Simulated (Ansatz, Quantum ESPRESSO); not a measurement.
**CO2: programs and potentials compared**

```xyz
6
Lattice="2.6359 -2.3874 0.0000 2.6359 2.3874 0.0000 0.0000 0.0000 6.5872" Properties=species:S:1:pos:R:3 pbc="T T T"
O     2.6359    0.9239    4.0060
O     2.6359   -0.9239    2.5811
O     2.6359    1.4635    0.7124
O     2.6359   -1.4635    5.8747
C     2.6359    0.0000    3.2936
C     0.0000    0.0000    0.0000
```

The cell comes from a database or a generator and needn't be the stable form of this composition.

Alike in all runs: task single point; functional PBEsol; k mesh 8 × 8 × 4; occupations fermi-dirac, width 0.05 eV; no spin polarisation; no spin-orbit coupling. Pressure is positive in compression and, in plane waves, holds the error of the finite cutoff, which Ansatz's Pulay term estimates and takes out.

```tsv
program and potentials	plane-wave cutoff (eV)	notes	band gap (eV)	pressure (GPa)
Ansatz, Ansatz PAW	420	potentials made for PBE, which Ansatz adapts in part; Pulay term of +0.81 GPa included	6.55	0.98
Ansatz, all-electron LAPW, scalar-relativistic	-	-	6.55	0.99
Quantum ESPRESSO, GBRV 1.5 PBEsol	612	-	6.57	1.58
```

Force on atom 1 (O), eV/Å:

```csv
program and potentials,x,y,z
"Ansatz, Ansatz PAW",0.000,-0.027,-0.032
"Ansatz, all-electron LAPW, scalar-relativistic",0.000,-0.027,-0.031
"Quantum ESPRESSO, GBRV 1.5 PBEsol",0.000,0.161,0.113
```

The band gap spans 6.55 (Ansatz, Ansatz PAW) to 6.57 eV (Quantum ESPRESSO, GBRV 1.5 PBEsol), with all-electron results at 6.55. The pressure spans 0.98 (Ansatz, Ansatz PAW) to 1.58 GPa (Quantum ESPRESSO, GBRV 1.5 PBEsol), with all-electron results at 0.99. The gap is indirect and read on the mesh alone.

The functional is the same throughout but for its coding, so the spread measures potentials, basis and numerics; runs on potential files found faulty are left out.
